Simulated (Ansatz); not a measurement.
MoS2 (started from an entry of an open crystallographic database), relaxed with r2SCAN+rVV10: the symmetry is R3m (No. 160, trigonal); conventional cell a = 3.175 Å, c = 18.582 Å, 18.03 Å³ an atom. Mo is surrounded by 6 S at 2.40 Å; S is surrounded by 3 Mo at 2.40 Å. One-shot G0W0@PBE in Ansatz 0.2.0 on a 6×6×6 mesh (contour deformation, no spin-orbit coupling), from a PBE gap of 0.954 eV over the mesh points (the G0W0 gap is indirect on the mesh); the number N of bands summed and the screening cutoff rise together. Calculated for a static, non-magnetic cell.

```csv
N,cutoff (eV),1000/N,G0W0 gap (eV)
135,100,7.407,1.276
309,180,3.236,1.320
```

Q: Lay a straight line in 1000/N through these rows.

A: The slope is -0.0105 eV per unit of 1000/N and the intercept 1.354 eV.

Q: Predict the gap at N = 588 (260 eV).

A: 1.354 + (-0.0105) × 1.701 = 1.336 eV; the run gives 1.336 eV, 0.000 eV from the line.

Q: With that run's result added, what limit do the last two rows suggest?

A: Their slope is (1.336 − 1.320)/(1.701 − 3.236) = -0.0104, which meets 1/N = 0 at 1.35 eV, against 1.354 eV from the first line. The two lines nearly agree; the k mesh isn't extrapolated.

Spin-orbit coupling is left out.
